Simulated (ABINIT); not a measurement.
A run of ABINIT 10.8.3 (patched build):

Contents of run.abi:

```
# Datasets: ground state, then fixed potential
ndtset 2

# Pseudopotentials
pp_dirpath "./"
pseudos "Bi.GGA_PBE-JTH.xml"

# Structure
acell 4.7289800521 4.7289800521 4.7289800521 Angstrom
rprim
     0.4794902865     0.2768338460     0.8327377059
    -0.4794902865     0.2768338460     0.8327377059
     0.0000000000    -0.5536676920     0.8327377059
ntypat 1
znucl 83
natom 2
typat 1 1
xred
     0.7660000000     0.7660000000     0.7660000000
     0.2340000000     0.2340000000     0.2340000000

# Plane-wave basis
ecut 26.0
pawecutdg 48.0

# Exchange and correlation
ixc -497498
usekden 1
pawxcdev 0

# Bands and occupations
occopt 3
tsmear 0.05 eV

# SCF cycle
nstep 100

# Output
iomode 3
prtwf 0
prteig 0
prtebands 0
enunit 1
prtden1 1
prtkden1 1
prtvha1 1
prtvclmb1 1
prtpot1 1

# Dataset 1
kptopt1 1
ngkpt1 7 7 7
nshiftk1 1
shiftk1 0.0 0.0 0.0
nband1 19
tolvrs1 1.0e-7

# Dataset 2: bands along G-L-B1
iscf2 -2
getden2 1
getkden2 1
nband2 25
nbdbuf2 4
tolwfr2 1.0e-11
kptopt2 -2
ndivsm2 5
prteig2 1
kptbounds2
     0.0000000000     0.0000000000     0.0000000000
     0.5000000000     0.0000000000     0.0000000000
     0.5000000000     0.2403434496    -0.2403434496
```

Potentials or basis: JTH PAW PBE v2.0.

The run is started by

```sh
$ abinit run.abi > log 2>&1
```

Hardware: 1 thread of Arm Neoverse V1, with other jobs on the host.

Q: How long does it take, and how much memory?

A: Wall time 8.2 min on 1 thread of Arm Neoverse V1, with other jobs on the host, peak memory 0.3 GiB. Counts: scf iterations 10, mpi ranks 1, k points 44, bands 19, plane waves 3008.
